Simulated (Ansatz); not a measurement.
## Zr: one input, then a changed one

The cell is COD entry 9008523, as deposited and not checked against the literature; nothing was relaxed. The listed cell was then made from it by scaling, straining or moving an atom.

First run: DFT, PBE, all-electron LAPW, scalar-relativistic (Ansatz 0.2.0).

Command: `ansatz run input.yaml --threads 1 --pin off --max-ram 2048MiB --backend cpu --events-out ev --progress --plain --runs-dir out` The run took 13 s on 1 thread of Intel(R) Xeon(R) 6975P-C (Granite Rapids) (shared host).

```yaml
crystal:
  lattice:
    - [3.253402808, 0.0, 0.0]
    - [-1.626701404, 2.8175294804, 0.0]
    - [0.0, 0.0, 5.1810870861]
  atoms:
    - { symbol: Zr, position: [0.3333333333, 0.6666666667, 0.25] }
    - { symbol: Zr, position: [0.6666666667, 0.3333333333, 0.75] }
kpoints:
  mp_grid: { grid: [13, 13, 7] }
scf:
  occupations: { method: fermi_dirac, width: 0.03 }
hamiltonian:
  xc: pbe
  pseudopotentials: { kind: all_electron, lapw: { basis_error: 0.00025 } }
output:
  forces: true
  stress: true
  eigenvalues: true
```

Result: converged; pressure -1.33 GPa; no gap on the k mesh; 8 SCF iterations.

A second run of a changed input logged this at its end:

```
Error: inconsistent input (magnetization.spin_polarized): false but per-atom `spin:`, `per_species`, `initial_magnetization`, `magnetic_field`, or `spin_locking` is set
```

Q: What was wrong with the input?

A: A moment without spin polarisation, by this change (others could give a like log):
```diff
@@ -5,5 +5,5 @@
     - [0.0, 0.0, 5.1810870861]
   atoms:
-    - { symbol: Zr, position: [0.3333333333, 0.6666666667, 0.25] }
+    - { symbol: Zr, position: [0.3333333333, 0.6666666667, 0.25], spin: 2.0 }
     - { symbol: Zr, position: [0.6666666667, 0.3333333333, 0.75] }
 kpoints:
@@ -11,4 +11,5 @@
 scf:
   occupations: { method: fermi_dirac, width: 0.03 }
+  max_iter: 60
 hamiltonian:
   xc: pbe
```
